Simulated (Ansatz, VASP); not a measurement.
One calculation of Ga, two programs

INCAR

```
  PREC = Accurate
  ENCUT = 520
  EDIFF = 1E-7
  ISMEAR = 0
  SIGMA = 0.05
  LREAL = False
  LASPH = True
  NELM = 80
  ALGO = Normal
  ISIF = 2
  LWAVE = False
  LCHARG = True
  GGA = RP
  LELF = True
  LVHAR = True
  NBANDS = 12
```

The input KPOINTS:

```
Automatic mesh
0
Gamma
  13 13 13
```

The input POSCAR:

```
Ga
1.0
   -1.3843987196      1.3843987196      2.3112238365
    1.3843987196     -1.3843987196      2.3112238365
    1.3843987196      1.3843987196     -2.3112238365
Ga
1
Direct
    0.0000000000      0.0000000000      0.0000000000
```

input.yaml

```yaml
crystal:
  lattice:
    - [-1.3843987196, 1.3843987196, 2.3112238365]
    - [1.3843987196, -1.3843987196, 2.3112238365]
    - [1.3843987196, 1.3843987196, -2.3112238365]
  atoms:
    - { symbol: Ga, position: [0.0, 0.0, 0.0] }
kpoints:
  mp_grid: { grid: [13, 13, 13] }
scf:
  occupations: { method: gaussian, width: 0.05 }
hamiltonian:
  xc: rpbe
  pseudopotentials: { kind: all_electron, lapw: { basis_error: 0.001 } }
output:
  forces: true
  stress: true
  eigenvalues: true
```

This isn't the form of Ga at room conditions, which is orthorhombic.

Alike in both runs: task single point; functional RPBE; k mesh 13 × 13 × 13; occupations gaussian, width 0.05 eV; no spin polarisation.

|  | VASP | Ansatz |
| --- | --- | --- |
| version | VASP 6.6.1 | Ansatz 0.2.0 |
| potentials or method | VASP PAW PBE potentials, release 64 (Ga_d) | all-electron LAPW, scalar-relativistic |
| plane-wave cutoff (eV) | 520 | see its input |

```csv
,VASP,Ansatz,Ansatz less VASP
gap on the k mesh at the Fermi level (eV),none,none,-
pressure (GPa),5.7,5.5,-0.14
largest component of the traceless stress (GPa),0.39,0.35,-0.044
```

A gap of «none» marks a metal or a gap that the smearing closes. Ansatz ran all-electron here, so the differences hold the error of VASP's frozen core and of both bases.

Caveats: the PAW data sets were made with another functional, which shifts forces and pressure a little (VASP).
